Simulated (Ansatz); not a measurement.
**Se: the order of phases at one pressure**

Which of bcc, hcp, sc, beta tin, diamond has the lowest enthalpy for Se at one common pressure? The runs shown use PAW.

Computed with Ansatz 0.2.0 (DFT, PBE, PAW with Ansatz's default frozen-core files, scalar-relativistic, unless a step's input says otherwise).

**1. The system as given**

It takes space group Im-3m (No. 229, cubic). Conventional cell: a = 3.476 Å, b = 3.476 Å, c = 3.476 Å, α = 90.00°, β = 90.00°, γ = 90.00°. Se (site symmetry m-3m) has 8 Se at 3.01 Å as nearest neighbours.

As a file:

```xyz
1
Lattice="-1.7380 1.7380 1.7380 1.7380 -1.7380 1.7380 1.7380 1.7380 -1.7380" Properties=species:S:1:pos:R:3 pbc="T T T"
Se    0.0000    0.0000    0.0000
```

**2. Cell relaxed at zero pressure, PAW**

input.yaml

```yaml
crystal:
  lattice:
    - [-1.7380133224, 1.7380133224, 1.7380133224]
    - [1.7380133224, -1.7380133224, 1.7380133224]
    - [1.7380133224, 1.7380133224, -1.7380133224]
  atoms:
    - { symbol: Se, position: [0.0, 0.0, 0.0] }
kpoints:
  mp_grid: { grid: [21, 21, 21] }
scf:
  occupations: { method: fermi_dirac, width: 0.1 }
hamiltonian:
  xc: pbe
  pseudopotentials: { kind: paw }
output:
  forces: true
  stress: true
relax:
  f_tol: 0.005
  max_steps: 40
  cell: {}
```

Started as:

```
ansatz run input.yaml --threads 1 --pin off --max-ram 3584MiB --backend cpu --events-out ev --progress --plain --runs-dir out
```

Further steps of the session: Volume scaled by 0.407, to set the pressure, PAW; Bcc relaxed under pressure, PAW; Hcp relaxed under pressure, PAW; Sc relaxed under pressure, PAW; Beta tin relaxed under pressure, PAW; Diamond relaxed under pressure, PAW.

What does the calculation give? Wanted: pressure; lowest.

The runs gave:

| quantity | value |
| --- | --- |
| pressure | 460 GPa |
| lowest (PAW) | hcp, 8.1 meV/atom under bcc |

**Reading.** By PAW the order is hcp < bcc < beta tin < sc < diamond. Only these structures were tried, with electrons smeared by 0.1 eV and without vibrations, so the true ground state may be another. The k meshes differ between phases and weren't tested, which can move differences by some meV.
